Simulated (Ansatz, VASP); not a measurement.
# WC in VASP and in Ansatz

```xyz
2
Lattice="2.8831 0.0000 0.0000 -1.4415 2.4968 0.0000 0.0000 0.0000 2.9126" Properties=species:S:1:pos:R:3 pbc="T T T"
W     0.0000    0.0000    0.0000
C     1.4415    0.8323    1.4563
```

Change from the starting cell: uniaxial strain along c, a, b and atoms relaxed: +3.0 %.

Alike in both runs: functional PBEsol; k mesh 24 × 24 × 18; occupations gaussian, width 0.1 eV; no spin polarisation.

Ansatz relaxed the structure, and its values are those at the end. VASP's run is a single point on that final structure, the one shown.

|  | VASP | Ansatz |
| --- | --- | --- |
| version | VASP 6.6.1 | Ansatz 0.2.0 |
| potentials or method | VASP PAW PBE potentials, release 64 (W_sv, C) | scalar-relativistic, plane waves, PAW |
| plane-wave cutoff (eV) | 520 | 420 |
| valence electrons in the cell | 18 | 18 |

|  | VASP | Ansatz | Ansatz less VASP |
| --- | --- | --- | --- |
| gap on the k mesh at the Fermi level (eV) | none | none | - |
| pressure (GPa) | -7.3 | -8.5 | -1.22 |

A gap of «none» marks a metal or a gap that the smearing closes. Ansatz warned: «symmetry_narrowed_by_cell_relaxation».

Caveats: the PAW data sets were made with another functional, which shifts forces and pressure a little (VASP). The runs have no spin-orbit coupling, so splittings on W are missing.
